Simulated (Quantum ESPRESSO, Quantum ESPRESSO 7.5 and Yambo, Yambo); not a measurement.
## A GW chain in Yambo: AlAs (F-43m)

How does a plane-wave GW calculation on AlAs (F-43m) run from the first input to the gap?

Calculated with Quantum ESPRESSO 7.5 and Yambo 5.3.0; PBE and many-body steps on it, plane waves.

**What was measured.**

- Gap 3.018 eV: lowest direct gap at Gamma; earlier measurement quoted from literature, technique not stated; 300 K; bulk crystal (pure AlAs, literature value used as model input) (quoted in “Simultaneous Measurement of Mid-Infrared Refractive Indices in Thin-Film Heterostructures: Methodology and Results for GaAs/AlGaAs”, 2023, arxiv:2301.08293).

### 1. The structure

It takes space group F-43m (No. 216, cubic). The conventional cell has a = 5.661 Å, b = 5.661 Å, c = 5.661 Å, α = 90.00°, β = 90.00°, γ = 90.00°. Al has 4 As at 2.45 Å nearest. Nearest to As lie 4 Al at 2.45 Å. Farther neighbours are not listed.

Structure file:

```cif
data_structure
_symmetry_space_group_name_H-M 'P 1'
_symmetry_Int_Tables_number 1
_cell_length_a 4.0028
_cell_length_b 4.0028
_cell_length_c 4.0028
_cell_angle_alpha 60.000
_cell_angle_beta 60.000
_cell_angle_gamma 60.000
_cell_volume 45.35
loop_
_atom_site_label
_atom_site_type_symbol
_atom_site_fract_x
_atom_site_fract_y
_atom_site_fract_z
_atom_site_occupancy
Al1 Al 0.00000 0.00000 0.00000 1
As2 As 0.25000 0.25000 0.25000 1
```

The cell and positions come from the Crystallography Open Database and are kept as given unless a step says otherwise.

### 2. Ground state

This step: Quantum ESPRESSO 7.5; DFT, PBE, plane waves, norm-conserving pseudopotentials.

The ground-state density comes first.

pw.in reads:

```
&control
  calculation = 'scf'
  prefix = 'x'
  outdir = 'o'
  pseudo_dir = 'pseudo'
/
&system
  ibrav = 0
  nat = 2
  ntyp = 2
  ecutwfc = 100.0
  nbnd = 18
  force_symmorphic = .true.
/
&electrons
  conv_thr = 1e-10
  electron_maxstep = 80
  mixing_beta = 0.5
/
ATOMIC_SPECIES
  Al 26.982 Al.upf
  As 74.922 As.upf
CELL_PARAMETERS angstrom
  0.0000000000 2.8304000000 2.8304000000
  2.8304000000 0.0000000000 2.8304000000
  2.8304000000 2.8304000000 -0.0000000000
ATOMIC_POSITIONS crystal
  Al 0.0000000000 0.0000000000 0.0000000000
  As 0.2500000000 0.2500000000 0.2500000000
K_POINTS automatic
  6 6 6 0 0 0
```

Launch:

```
$ OMP_NUM_THREADS=1 mpirun -n 4 pw.x -nk 4 -in pw.in > pw.out
```

The program printed:

```text
Program PWSCF v.7.5 starts

     This program is part of the open-source Quantum ESPRESSO suite
     for quantum simulation of materials; please cite
         "P. Giannozzi et al., J. Phys.:Condens. Matter 21 395502 (2009);
         "P. Giannozzi et al., J. Phys.:Condens. Matter 29 465901 (2017);
         "P. Giannozzi et al., J. Chem. Phys. 152 154105 (2020);
     in publications or presentations arising from this work. More details at
     Message from routine setup:
     using ibrav=0 with symmetry is DISCOURAGED, use correct ibrav instead

     G-vector sticks info

     bravais-lattice index     =            0
     lattice parameter (alat)  =       7.5642  a.u.
     unit-cell volume          =     306.0343 (a.u.)^3
     number of atoms/cell      =            2
     number of atomic types    =            2
     number of electrons       =        26.00
     number of Kohn-Sham states=           18
     kinetic-energy cutoff     =     100.0000  Ry
     charge density cutoff     =     400.0000  Ry
     scf convergence threshold =      1.0E-10
     mixing beta               =       0.5000
     number of iterations used =            8  plain     mixing
     Exchange-correlation= PBE
                           (   1   4   3   4   0   0   0)

     celldm(1)=   7.564177  celldm(2)=   0.000000  celldm(3)=   0.000000
     celldm(4)=   0.000000  celldm(5)=   0.000000  celldm(6)=   0.000000

     crystal axes: (cart. coord. in units of alat)
               a(1) = (   0.000000   0.707107   0.707107 )
               a(2) = (   0.707107   0.000000   0.707107 )
               a(3) = (   0.707107   0.707107  -0.000000 )

     reciprocal axes: (cart. coord. in units 2 pi/alat)
               b(1) = ( -0.707107  0.707107  0.707107 )
               b(2) = (  0.707107 -0.707107  0.707107 )
               b(3) = (  0.707107  0.707107 -0.707107 )
     Pseudo is Norm-conserving + core correction, Zval =  3.0
     Generated using ONCVPSP code by D. R. Hamann
     Using radial grid of 1876 points,  6 beta functions with:
     Pseudo is Norm-conserving + core correction, Zval = 23.0
     Generated using ONCVPSP code by D. R. Hamann
     Using radial grid of 1358 points,  6 beta functions with:
     Al                3.00    26.98200     Al( 1.00)
     As               23.00    74.92200     As( 1.00)

     24 Sym. Ops. (no inversion) found

   Cartesian axes

     site n.     atom                  positions (alat units)
         1        Al     tau(   1) = (   0.0000000   0.0000000   0.0000000  )
         2        As     tau(   2) = (   0.3535534   0.3535534   0.3535534  )

     number of k points=    16
                       cart. coord. in units 2pi/alat
        k(    1) = (   0.0000000   0.0000000   0.0000000), wk =   0.0092593
        k(    2) = (   0.1178511   0.1178511  -0.1178511), wk =   0.0740741
        k(    3) = (   0.2357023   0.2357023  -0.2357023), wk =   0.0740741
        k(    4) = (  -0.3535534  -0.3535534   0.3535534), wk =   0.0370370
        k(    5) = (   0.2357023   0.0000000  -0.0000000), wk =   0.0555556
        k(    6) = (   0.3535534   0.1178511  -0.1178511), wk =   0.2222222
        k(    7) = (  -0.2357023  -0.4714045   0.4714045), wk =   0.2222222
        k(    8) = (  -0.1178511  -0.3535534   0.3535534), wk =   0.2222222
        k(    9) = (   0.0000000  -0.2357023   0.2357023), wk =   0.1111111
        k(   10) = (   0.4714045   0.0000000  -0.0000000), wk =   0.0555556
     [... 4 further rows ...]
        k(   15) = (  -0.1178511  -0.3535534   0.5892557), wk =   0.2222222
        k(   16) = (  -0.7071068   0.2357023   0.0000000), wk =   0.1111111

     Dense  grid:    41151 G-vectors     FFT dimensions: (  50,  50,  50)

     Initial potential from superposition of free atoms

     starting charge      25.9973, renormalised to      26.0000
     Starting wfcs are   17 randomized atomic wfcs +    1 random wfcs

     per-process dynamical memory:    35.5 Mb

     Self-consistent Calculation

     iteration #  1     ecut=   100.00 Ry     beta= 0.50

     Threshold (ethr) on eigenvalues was too large:
     Diagonalizing with lowered threshold

     total energy              =    -615.20921672 Ry
     estimated scf accuracy    <       0.06450245 Ry

     iteration #  2     ecut=   100.00 Ry     beta= 0.50

     total energy              =    -615.21501088 Ry
     estimated scf accuracy    <       0.00705633 Ry

     iteration #  3     ecut=   100.00 Ry     beta= 0.50

     total energy              =    -615.21522715 Ry
     estimated scf accuracy    <       0.00092289 Ry

     iteration #  4     ecut=   100.00 Ry     beta= 0.50

     total energy              =    -615.21526711 Ry
     estimated scf accuracy    <       0.00002704 Ry

     iteration #  5     ecut=   100.00 Ry     beta= 0.50

     total energy              =    -615.21527209 Ry
     estimated scf accuracy    <       0.00000430 Ry

     iteration #  6     ecut=   100.00 Ry     beta= 0.50

     total energy              =    -615.21527314 Ry
     estimated scf accuracy    <       0.00000011 Ry

     iteration #  7     ecut=   100.00 Ry     beta= 0.50

     total energy              =    -615.21527315 Ry
     estimated scf accuracy    <       0.00000004 Ry

     iteration #  8     ecut=   100.00 Ry     beta= 0.50

     total energy              =    -615.21527316 Ry
     estimated scf accuracy    <          4.5E-09 Ry

     iteration #  9     ecut=   100.00 Ry     beta= 0.50

     End of self-consistent calculation

          k = 0.0000 0.0000 0.0000 (  5065 PWs)   bands (ev):

  -176.9880-120.3708-120.3708-120.3708 -27.3877 -27.3877 -27.3877 -27.3771
   -27.3771  -4.8705   6.9991   6.9991   6.9991   9.0493  11.2909  11.2909
    11.2909  16.0431

          k = 0.1179 0.1179-0.1179 (  5125 PWs)   bands (ev):

  -176.9880-120.3708-120.3708-120.3708 -27.3876 -27.3874 -27.3874 -27.3771
   -27.3771  -4.6027   4.9035   6.7361   6.7361   9.8228  11.7273  11.7273
    12.1970  15.2544

          k = 0.2357 0.2357-0.2357 (  5159 PWs)   bands (ev):

  -176.9880-120.3708-120.3708-120.3708 -27.3874 -27.3870 -27.3870 -27.3770
   -27.3770  -3.9251   2.5094   6.3357   6.3357   9.3686  11.8658  11.8658
    14.5041  16.0682

          k =-0.3536-0.3536 0.3536 (  5168 PWs)   bands (ev):

     [... further k-points ...]

     highest occupied, lowest unoccupied level (ev):     6.9991    8.4373

!    total energy              =    -615.21527316 Ry
     estimated scf accuracy    <          9.7E-12 Ry

     The total energy is the sum of the following terms:
     one-electron contribution =    -601.97546750 Ry
     hartree contribution      =     285.19499541 Ry
     xc contribution           =     -57.50408890 Ry
     ewald contribution        =    -240.93071217 Ry

     convergence has been achieved in   9 iterations

     XML data file, charge density, pseudopotentials, collected wavefunctions

=------------------------------------------------------------------------------=
   JOB DONE.
=------------------------------------------------------------------------------=
```

Elapsed: 8.3 s, on 4 MPI ranks of Arm Neoverse V1, shared host; peak memory 0.3 GiB.

This step gave:

* total energy: -8370.4302 eV
* gap: 1.438 eV
* k of the valence top: 0, 0, 0
* k of the conduction bottom: 0, -0.5, -0.5
* least direct gap: 2.050 eV

The gap is indirect, with the least direct gap 0.61 eV higher.

### 3. Bands along the symmetry lines

The cheap functional maps the bands first; the places of the edges decide which points the dearer methods must see.

pw.in reads:

```
&control
  calculation = 'bands'
  prefix = 'x'
  outdir = 'o'
  pseudo_dir = 'pseudo'
/
&system
  ibrav = 0
  nat = 2
  ntyp = 2
  ecutwfc = 100.0
  nbnd = 19
  force_symmorphic = .true.
/
&electrons
  conv_thr = 1e-9
  electron_maxstep = 80
  diago_full_acc = .true.
  diago_thr_init = 5e-6
/
ATOMIC_SPECIES
  Al 26.982 Al.upf
  As 74.922 As.upf
CELL_PARAMETERS angstrom
  0.0000000000 2.8304000000 2.8304000000
  2.8304000000 0.0000000000 2.8304000000
  2.8304000000 2.8304000000 -0.0000000000
ATOMIC_POSITIONS crystal
  Al 0.0000000000 0.0000000000 0.0000000000
  As 0.2500000000 0.2500000000 0.2500000000
K_POINTS crystal
  50
  0.00000000 0.00000000 0.00000000 1
  -0.06250000 -0.06250000 0.00000000 1
  -0.12500000 -0.12500000 0.00000000 1
  -0.18750000 -0.18750000 0.00000000 1
  -0.25000000 -0.25000000 0.00000000 1
  -0.31250000 -0.31250000 0.00000000 1
  -0.37500000 -0.37500000 0.00000000 1
  -0.43750000 -0.43750000 0.00000000 1
  -0.50000000 -0.50000000 0.00000000 1
  -0.48437500 -0.48437500 0.03125000 1
  -0.46875000 -0.46875000 0.06250000 1
  -0.45312500 -0.45312500 0.09375000 1
  -0.43750000 -0.43750000 0.12500000 1
  -0.42187500 -0.42187500 0.15625000 1
  -0.40625000 -0.40625000 0.18750000 1
  -0.39062500 -0.39062500 0.21875000 1
  -0.37500000 -0.37500000 0.25000000 1
  -0.37500000 0.00000000 0.37500000 1
  -0.32812500 0.00000000 0.32812500 1
  -0.28125000 0.00000000 0.28125000 1
  -0.23437500 0.00000000 0.23437500 1
  -0.18750000 0.00000000 0.18750000 1
  -0.14062500 0.00000000 0.14062500 1
  -0.09375000 0.00000000 0.09375000 1
  -0.04687500 0.00000000 0.04687500 1
  0.00000000 0.00000000 0.00000000 1
  0.00000000 0.00000000 0.06250000 1
  0.00000000 0.00000000 0.12500000 1
  0.00000000 0.00000000 0.18750000 1
  0.00000000 0.00000000 0.25000000 1
  0.00000000 0.00000000 0.31250000 1
  0.00000000 0.00000000 0.37500000 1
  0.00000000 0.00000000 0.43750000 1
  -0.00000000 -0.00000000 0.50000000 1
  -0.06250000 -0.03125000 0.46875000 1
  -0.12500000 -0.06250000 0.43750000 1
  -0.18750000 -0.09375000 0.40625000 1
  -0.25000000 -0.12500000 0.37500000 1
  -0.31250000 -0.15625000 0.34375000 1
  -0.37500000 -0.18750000 0.31250000 1
  -0.43750000 -0.21875000 0.28125000 1
  -0.50000000 -0.25000000 0.25000000 1
  -0.50000000 -0.28125000 0.21875000 1
  -0.50000000 -0.31250000 0.18750000 1
  -0.50000000 -0.34375000 0.15625000 1
  -0.50000000 -0.37500000 0.12500000 1
  -0.50000000 -0.40625000 0.09375000 1
  -0.50000000 -0.43750000 0.06250000 1
  -0.50000000 -0.46875000 0.03125000 1
  -0.50000000 -0.50000000 0.00000000 1
```

The program printed:

```text
[banner, memory and clock lines left out]
Program PWSCF v.7.5 starts

     Atomic positions and unit cell read from directory:
     o/x.save/

     Message from routine setup:
     using ibrav=0 with symmetry is DISCOURAGED, use correct ibrav instead

     G-vector sticks info

     bravais-lattice index     =            0
     lattice parameter (alat)  =       7.5642  a.u.
     unit-cell volume          =     306.0343 (a.u.)^3
     number of atoms/cell      =            2
     number of atomic types    =            2
     number of electrons       =        26.00
     number of Kohn-Sham states=           19
     kinetic-energy cutoff     =     100.0000  Ry
     charge density cutoff     =     400.0000  Ry
     Exchange-correlation= PBE
                           (   1   4   3   4   0   0   0)

     celldm(1)=   7.564177  celldm(2)=   0.000000  celldm(3)=   0.000000
     celldm(4)=   0.000000  celldm(5)=   0.000000  celldm(6)=   0.000000

     crystal axes: (cart. coord. in units of alat)
               a(1) = (   0.000000   0.707107   0.707107 )
               a(2) = (   0.707107   0.000000   0.707107 )
               a(3) = (   0.707107   0.707107  -0.000000 )

     reciprocal axes: (cart. coord. in units 2 pi/alat)
               b(1) = ( -0.707107  0.707107  0.707107 )
               b(2) = (  0.707107 -0.707107  0.707107 )
               b(3) = (  0.707107  0.707107 -0.707107 )
     Pseudo is Norm-conserving + core correction, Zval =  3.0
     Generated using ONCVPSP code by D. R. Hamann
     Using radial grid of 1876 points,  6 beta functions with:
     Pseudo is Norm-conserving + core correction, Zval = 23.0
     Generated using ONCVPSP code by D. R. Hamann
     Using radial grid of 1358 points,  6 beta functions with:
     Al                3.00    26.98200     Al( 1.00)
     As               23.00    74.92200     As( 1.00)

     24 Sym. Ops. (no inversion) found

   Cartesian axes

     site n.     atom                  positions (alat units)
         1        Al     tau(   1) = (   0.0000000   0.0000000   0.0000000  )
         2        As     tau(   2) = (   0.3535534   0.3535534   0.3535534  )

     number of k points=    50
                       cart. coord. in units 2pi/alat
        k(    1) = (   0.0000000   0.0000000   0.0000000), wk =   0.0400000
        k(    2) = (   0.0000000   0.0000000  -0.0883883), wk =   0.0400000
        k(    3) = (   0.0000000   0.0000000  -0.1767767), wk =   0.0400000
[...]
[... 38 further rows ...]
        k(   49) = (   0.0441942  -0.0000000  -0.7071068), wk =   0.0400000
        k(   50) = (   0.0000000   0.0000000  -0.7071068), wk =   0.0400000

     Dense  grid:    41151 G-vectors     FFT dimensions: (  50,  50,  50)

     The potential is recalculated from file :
     o/x.save/charge-density

     Starting wfcs are   17 randomized atomic wfcs +    2 random wfcs

     Band Structure Calculation

     End of band structure calculation

          k = 0.0000 0.0000 0.0000 (  5065 PWs)   bands (ev):

  -176.9881-120.3709-120.3709-120.3709 -27.3877 -27.3877 -27.3877 -27.3771
   -27.3771  -4.8705   6.9991   6.9991   6.9991   9.0493  11.2909  11.2909
    11.2909  16.0428  16.0432

          k = 0.0000 0.0000-0.0884 (  5101 PWs)   bands (ev):

  -176.9881-120.3709-120.3709-120.3709 -27.3877 -27.3877 -27.3877 -27.3772
   -27.3771  -4.8189   6.5121   6.8545   6.8545   9.5625  11.1013  11.5139
    11.5139  15.4182  16.1124

          k = 0.0000 0.0000-0.1768 (  5109 PWs)   bands (ev):

  -176.9881-120.3709-120.3709-120.3709 -27.3878 -27.3874 -27.3874 -27.3772
   -27.3770  -4.6665   5.6198   6.5003   6.5003  10.4623  10.6504  12.1006
    12.1006  14.3969  16.3194

          k =-0.0000 0.0000-0.2652 (  5141 PWs)   bands (ev):

[...]
k = 0.0000 0.0000-0.3536 (  5105 PWs)   bands (ev):

[...]
k = 0.0000-0.0000-0.4419 (  5157 PWs)   bands (ev):

[...]
k =-0.0000 0.0000-0.5303 (  5173 PWs)   bands (ev):

[...]
k = 0.0000-0.0000-0.6187 (  5169 PWs)   bands (ev):

[...]
k = 0.5303-0.0000-0.5303 (  5174 PWs)   bands (ev):

[...]
k = 0.0000 0.0000 0.0000 (  5065 PWs)   bands (ev):

[...]
k = 0.1326 0.0000-0.7071 (  5176 PWs)   bands (ev):

[...]
k = 0.0884-0.0000-0.7071 (  5176 PWs)   bands (ev):

[...]
k = 0.0442-0.0000-0.7071 (  5158 PWs)   bands (ev):

  -176.9881-120.3709-120.3709-120.3709 -27.3885 -27.3858 -27.3858 -27.3777
   -27.3763  -2.9038   1.5835   4.7832   4.7937   8.5135   9.3785  17.1099
    17.2964  18.4225  19.5631

          k = 0.0000 0.0000-0.7071 (  5138 PWs)   bands (ev):

  -176.9881-120.3709-120.3709-120.3709 -27.3885 -27.3858 -27.3858 -27.3777
   -27.3762  -2.9050   1.5733   4.8259   4.8259   8.4373   9.2999  17.3240
    17.3240  18.7653  19.6598

     XML data file, pseudopotentials, collected wavefunctions
```

It took 6.9 s on 4 MPI ranks; peak memory 0.25 GiB.

Numbers from this step:

* gap: 1.438 eV
* k of the valence top: 0, 0, 0
* k of the conduction bottom: -0.5, -0.5, 0
* least direct gap: 2.050 eV

The gap is 1.438 eV, as in the run before at this level.

The electronic bands at the labelled points (eV, zero at the top of the highest filled band):

| point | band 10 | band 11 | band 12 | band 13 | band 14 | band 15 | band 16 | band 17 |
| --- | --- | --- | --- | --- | --- | --- | --- | --- |
| Γ | -11.87 | 0.00 | 0.00 | 0.00 | 2.05 | 4.29 | 4.29 | 4.29 |
| halfway | -11.09 | -3.21 | -1.34 | -1.34 | 2.59 | 3.78 | 6.84 | 6.84 |
| X | -9.90 | -5.43 | -2.17 | -2.17 | 1.44 | 2.30 | 10.32 | 10.32 |
| halfway | -9.90 | -5.35 | -2.71 | -2.08 | 1.80 | 3.03 | 9.53 | 9.58 |
| U | -9.93 | -5.17 | -3.41 | -1.80 | 2.24 | 4.98 | 8.18 | 8.33 |
| jump to K | -9.93 | -5.17 | -3.41 | -1.80 | 2.24 | 4.98 | 8.18 | 8.33 |
| halfway | -11.03 | -3.68 | -2.00 | -0.46 | 3.71 | 4.97 | 5.18 | 5.93 |
| Γ | -11.87 | 0.00 | 0.00 | 0.00 | 2.05 | 4.29 | 4.29 | 4.29 |
| halfway | -11.29 | -3.38 | -0.48 | -0.48 | 2.62 | 4.92 | 4.92 | 6.46 |
| L | -10.45 | -5.57 | -0.82 | -0.82 | 2.14 | 4.69 | 4.69 | 7.76 |
| halfway | -10.19 | -5.26 | -2.69 | -1.54 | 3.67 | 4.25 | 6.68 | 7.66 |
| W | -9.87 | -5.08 | -3.18 | -2.82 | 4.33 | 5.65 | 5.71 | 6.07 |
| halfway | -9.89 | -5.28 | -2.69 | -2.54 | 2.50 | 3.41 | 8.13 | 8.86 |
| X | -9.90 | -5.43 | -2.17 | -2.17 | 1.44 | 2.30 | 10.32 | 10.32 |

The electronic bands as a text plot (rows in eV, shown from -8.0 to 6.9 only):

```
    6.6 |    +++           +++              +         ++++ ++
    6.0 |    +              +++++++                  +   +++
    5.3 |  ++                 +++  ++      +        +    + +
    4.7 | +              ++     ++++++   +++++++++++   ++   +
    4.1 |++  +                     ++++++           ++++++++
    3.5 |  ++ ++++      +     +++++++                ++     ++
    2.9 | +  +++  +    +   +++       +   ++++       +         ++
    2.2 |+      ++ ++++  ++           +++    +++++++         ++ +
    1.6 |         +++++++                                      ++
    1.0 |
    0.4 |
   -0.2 |****                   *************
   -0.9 |    *              ****   ***       ********
   -1.5 |  ** ****         *     ****    **         ***
   -2.1 |    *    *********     *                    * **     ***
   -2.7 |              **     ** **        *          *  ******
   -3.3 |     **         *****              *          *****
   -4.0 |       **              *            **
   -4.6 |         *         ****
   -5.2 |          *********                   **   *************
   -5.8 |                                        ***
   -6.4 |
   -7.1 |
   -7.7 |
         Γ           X  U|K            Γ         L        W     X
```

(Continued in part 2 of 3.)

[Paths, hosts, dates, memory and timing lines, banners, echoed tables and standing remarks are left out of the program output.]

[Logs are printed without paths, hosts, clocks, repeated set-up lines and the standing remarks that a program may print on its own settings, such as how far it seeks lower states.]

[Runs of the session that timed out or met a known fault of the program may be left out.]

[Hosts, paths, dates, database ids (printed as entryN), source tags and the programs' standing remarks are cut or masked in the printed files.]
